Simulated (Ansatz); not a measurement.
Rows from a G0W0 calculation on In3GaP4 (quasi-random alloy, started on the GaP lattice) (P1) (Ansatz 0.2.0; G0W0 on LDA, plane waves, PAW; 2×2×2 mesh, 335 empty bands, screening to 34 eV), in eV. Spin-orbit coupling is left out.

```
row  k  band  start       Σx  Σc at the solution      Vxc
  A  Γ    c3  8.599   -6.931              -3.407  -10.905
  B  Γ    v1  7.119  -16.881               1.806  -15.470
  C  Γ    c1  7.899  -10.453              -3.223  -14.838
  D  Γ    c2  8.573   -7.037              -3.399  -11.015
  E  Γ    v3  7.085  -16.852               1.796  -15.446
  F  Γ    v2  7.101  -16.874               1.802  -15.465
```

Work out each quasiparticle level and how far it moved.

The quasiparticle equation reads E = start + Σx + Σc(E) − Vxc.

```
row  E (eV)  shift (eV)
  A   9.166      +0.567
  B   7.513      +0.394
  C   9.060      +1.161
  D   9.153      +0.579
  E   7.475      +0.390
  F   7.494      +0.393
```

The gap over the computed points goes from 0.78 eV to 1.55 eV.

Limits: not at the basis limit; no spin-orbit coupling; coarse k mesh.

[Paths, hosts, dates, memory and timing lines, banners, echoed tables and standing remarks are left out of the program output.]

[Logs are printed without paths, hosts, clocks, repeated set-up lines and the standing remarks that a program may print on its own settings, such as how far it seeks lower states.]

[Runs of the session that timed out or met a known fault of the program may be left out.]

[Cells called generated may have been cut or substituted from an entry of the Crystallography Open Database or the Materials Project.]

[Hosts, paths, dates, database ids (printed as entryN), source tags and the programs' standing remarks are cut or masked in the printed files.]
